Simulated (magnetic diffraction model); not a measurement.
# Which magnetic order? ErAgP2

Space group P2_1/c (no. 14), a = 3.7690 Å, b = 19.7550 Å, c = 5.3192 Å, β = 133.27°.

| site | atom | x | y | z |
| --- | --- | --- | --- | --- |
| 4e | Er | 0.9973 | 0.6171 | 0.2537 |
| 4e | Ag | 0.5056 | 0.7512 | 0.2693 |
| 4e | P | 0.0106 | 0.8304 | 0.2674 |
| 4e | P | 0.4809 | 0.5006 | 0.2171 |

The compound is invented for this exercise: a known structure type with other elements, its cell scaled to their sizes and not relaxed.

Only Er is taken to order (form factors of Er3+); orders and moment sizes are assumed, and not adapted to the symmetry. Radiation: neutrons of λ = 1.594 Å, 3° to 30°; isotropic B of 0.12 Å² (Er), 0.14 Å² (Ag) and 0.15 Å² (P). Simulated constant-wavelength pattern: nuclear and magnetic terms add, the magnetic one as |2.695 fm × Σ f S⊥ exp(2πi Q·r) exp(−B s²)|², summed over all Q at one angle with the factor 1/(sin²θ cos θ). For a modulated order the moment at position r is S exp(−2πi k·r) + c.c., with S = m/2 for a sine wave of amplitude m and S = m(u + iv)/2 for moments turning in a plane, u and v being orthogonal unit vectors in it; the phase factor of the sum at Q = H + k is then exp(2πi H·r). Free-ion form factors, Sears's scattering lengths of 1992, no absorption; a label names one of the reflections at its angle. The strongest nuclear line in the range is 100, and lines under 0.2 are left out.

Above the ordering temperature:

```
2θ (°)     index      I
  9.26   (0 2 0)  100.0
 18.57   (0 4 0)    4.6
 24.21   (0 1 1)    5.7
 24.88  (1 1 -1)    1.2
 25.54   (0 2 1)   41.1
 26.17  (1 2 -1)   41.0
 27.62   (0 3 1)    1.1
 28.02   (0 6 0)    6.2
 28.21  (1 3 -1)    0.6
```

Below it (cell unchanged):

```csv
2θ (°),I
4.72,4503.7
9.26,100.0
10.39,32.2
18.57,4.6
19.17,958.6
21.13,494.1
24.21,5.7
24.88,1.2
25.18,0.3
25.48,0.3
25.54,41.1
26.17,41.0
26.47,284.6
26.66,14.6
26.75,277.3
27.62,1.1
28.02,6.2
28.21,0.6
28.43,37.1
```

**Question.** Find the propagation vector, then choose among these models:
A. a sine wave with moments along [001] (amplitudes given), 7 μB on Er; signs + at (0.9973, 0.6171, 0.2537), + at (0.0027, 0.1171, 0.2463), + at (0.0027, 0.3829, 0.7463), + at (0.9973, 0.8829, 0.7537)
B. a sine wave with moments along [010] (amplitudes given), 7 μB on Er; signs + at (0.9973, 0.6171, 0.2537), + at (0.0027, 0.1171, 0.2463), + at (0.0027, 0.3829, 0.7463), + at (0.9973, 0.8829, 0.7537)
C. moments turning in the plane of [001] and [100], 7 μB on Er; signs + at (0.9973, 0.6171, 0.2537), + at (0.0027, 0.1171, 0.2463), + at (0.0027, 0.3829, 0.7463), + at (0.9973, 0.8829, 0.7537)
D. a sine wave with moments along [100] (amplitudes given), 7 μB on Er; signs + at (0.9973, 0.6171, 0.2537), + at (0.0027, 0.1171, 0.2463), + at (0.0027, 0.3829, 0.7463), + at (0.9973, 0.8829, 0.7537)

The new lines index as (0 0 1/5) at 4.72°, (0 2 1/5) at 10.39°, (0 4 1/5) at 19.17° and (0 2 4/5) at 21.13°, that is as H ± k with k = (0 0 1/5). Satellites come in pairs about each point of the reciprocal lattice.

Magnetic intensity, observed (below minus above) and for each model:

| 2θ (°) | index | observed | A | B | C | D |
| --- | --- | --- | --- | --- | --- | --- |
| 4.72 | (0 0 1/5) | 4503.7 | 2115.7 | 4503.7 | 4503.7 | 4503.7 |
| 10.39 | (0 2 1/5) | 32.2 | 16.0 | 3.7 | 32.2 | 18.0 |
| 19.17 | (0 4 1/5) | 958.6 | 478.4 | 30.2 | 958.6 | 494.4 |
| 21.13 | (0 2 4/5) | 494.1 | 237.0 | 333.8 | 494.1 | 413.9 |
| 26.47 | (1 2 -4/5) | 284.6 | 183.7 | 221.7 | 284.6 | 37.2 |
| 26.66 | (0 4 4/5) | 14.6 | 7.2 | 5.0 | 14.6 | 9.8 |
| 26.75 | (1 2 -6/5) | 277.3 | 97.9 | 217.2 | 277.3 | 40.7 |
| 28.43 | (0 6 1/5) | 37.1 | 18.5 | 0.5 | 37.1 | 18.8 |

Model C matches.

The structure used: k = (0 0 1/5), moments turning in the plane of [001] and [100], 7 μB on Er; signs + at (0.9973, 0.6171, 0.2537), + at (0.0027, 0.1171, 0.2463), + at (0.0027, 0.3829, 0.7463), + at (0.9973, 0.8829, 0.7537).

[Logs are printed without paths, hosts, clocks, repeated set-up lines and the standing remarks that a program may print on its own settings, such as how far it seeks lower states.]
